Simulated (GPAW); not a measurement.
The system is Ti2Co.

```
Co Ti
1.0
     0.00000    3.36500    3.36500
     3.36500    0.00000    3.36500
     3.36500    3.36500    0.00000
Co Ti
2 4
Direct
  0.75000 0.75000 0.75000
  0.50000 0.50000 0.50000
  0.12500 0.62500 0.12500
  0.12500 0.12500 0.62500
  0.62500 0.12500 0.12500
  0.12500 0.12500 0.12500
```

```yaml
Program: GPAW 26.7.0
Task: relaxation of cell and atoms
Functional: PBEsol
Potentials_or_basis: PAW data sets generated in the run's folder for this functional
Cutoff: 600 eV
Basis: pw
k_mesh: 5 × 5 × 5
Occupations: fermi-dirac, width 0.05 eV
Spin: collinear spin, ferromagnetic start
Starting_moments: "[2.0, 2.0, 1.0, 1.0, 1.0, 1.0] μB"
```

At the start: pressure 16.3 GPa; volume 12.70 Å³/atom.

Q: Where does the relaxation end?

A: Over 4 steps the energy falls by 75.3 meV/atom and the volume is 14.11 Å³/atom (+11.1 %); space group Fd-3m (No. 227, to 0.05 Å); moment 1.86 μB per cell.

Step by step:
```csv
step,energy change (eV),largest force (eV/Å),pressure (GPa),volume (Å³)
1,0.0000,0.0000,16.32,76.21
2,-0.0730,0.0000,14.62,76.91
3,-0.4428,0.0000,1.30,83.88
4,-0.4521,0.0000,0.15,84.66
```

Final structure:
```
Co Ti
1.0
     0.00000    3.48517    3.48517
     3.48517    0.00000    3.48517
     3.48517    3.48517    0.00000
Co Ti
2 4
Direct
  0.75000 0.75000 0.75000
  0.50000 0.50000 0.50000
  0.12500 0.62500 0.12500
  0.12500 0.12500 0.62500
  0.62500 0.12500 0.12500
  0.12500 0.12500 0.12500
```

Caveat: each step starts from the last one's moments, so a moment once lost doesn't come back; later steps reuse the first step's grids.
